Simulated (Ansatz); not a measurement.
## PbI2 (CdI2 type): gap against strain (epitaxial in the xy plane)

PbI2 (CdI2 type), relaxed with r2SCAN+rVV10 in the PAW code Ansatz, then strained (epitaxial in the xy plane; changes of length per length, axes as in the cell below) with the atoms relaxed again within the symmetry that is left. The symmetry is P-3m1 (No. 164, trigonal); a = 4.564 Å, c = 7.048 Å in the conventional setting, 42.38 Å³ an atom. Around Pb lie 6 I at 3.24 Å; around I lie 3 Pb at 3.24 Å. (Simulation; spin polarisation is off.)

```yaml
crystal:
  lattice:
    - [4.56408, 0.00000, 0.00000]
    - [-2.28204, 3.95261, 0.00000]
    - [0.00000, 0.00000, 7.04751]
  atoms:
    - { symbol: Pb, position: [0.00000, 0.00000, 0.00000] }
    - { symbol: I, position: [0.33333, 0.66667, 0.26671] }
    - { symbol: I, position: [0.66667, 0.33333, 0.73329] }
```

Gaps are the least over each mesh (PBE 6×6×4, r2SCAN 6×6×4, HSE06 6×6×4 when unstrained) and the special points, which keep their unstrained names.

```csv
strain (%),free normal strain (%),"gap, PBE (eV)","gap, r2SCAN (eV)","gap, HSE06 (eV)","edges, HSE06"
-1.5,+1.39,2.254,2.658,2.945,A
-1.0,+0.93,2.245,2.646,2.941,A
-0.47,+0.23,2.230,2.628,2.929,A
0.0,0.00,2.231,2.626,2.934,A
```

Spin-orbit coupling is left out; in compounds of Pb, Bi, Tl or Hg it can lower a gap by up to about 1 eV, split its edges or invert the bands.

The meshes of the hybrids are coarse, so their gaps aren't converged to the digits shown.
